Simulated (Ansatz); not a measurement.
A crystal relaxed with r2SCAN+rVV10 in Ansatz has space group R-3m:H (No. 166) and a = 3.529 Å, c = 16.569 Å.

```tsv
atom	site	x	y	z
Pt	3a	0.0000	0.0000	0.0000
Xx	6c	0.3333	0.6667	0.9250
```

The r2SCAN gap is indirect, 1.18 eV (k = (0.193, 0.193, 0.367) to Γ–S₀ (0.70 of the way from Γ)), below the direct gap of 1.43 eV at k = (1/4, 1/4, -1/2). HSE06 gives an indirect gap of 1.77 eV, from Γ to Γ–S₀ (0.70 of the way from Γ); the least direct gap is 2.09 eV at k = (1/4, 1/4, -1/2). With PBE0 the valence top lies at Γ and the conduction bottom at Γ–S₀ (0.70 of the way from Γ), 2.44 eV higher; the smallest vertical gap, at k = (1/4, 1/4, -1/2), is 2.74 eV. The lowest empty level at k = (1/4, 1/4, -1/2) lies only 37 meV higher, so the place of the conduction bottom isn't settled. Meshes: r2SCAN 8×8×8, HSE06 6×6×6, PBE0 6×6×6. r2SCAN's ε∞ is 13.8 along x and y, 6.2 along z.

Task: Which element is Xx?
A. S
B. Se
C. O
D. Te

Result: A. Xx is S: PtS2, CdCl2 type. Around Pt lie 6 S at 2.39 Å; around S lie 3 Pt at 2.39 Å.

All values are calculated for a non-magnetic cell, which may be hypothetical.

Spin-orbit coupling is left out, which matters wherever the heavy atoms make up the band edges.

Where an edge lies off the special points, it is a point of the mesh or the k point where a search put PBE's edge or least direct gap, reused for the other functionals, whose own edges may lie a little apart.

Coordinates of k points refer to the reciprocal vectors of the primitive cell of the runs.
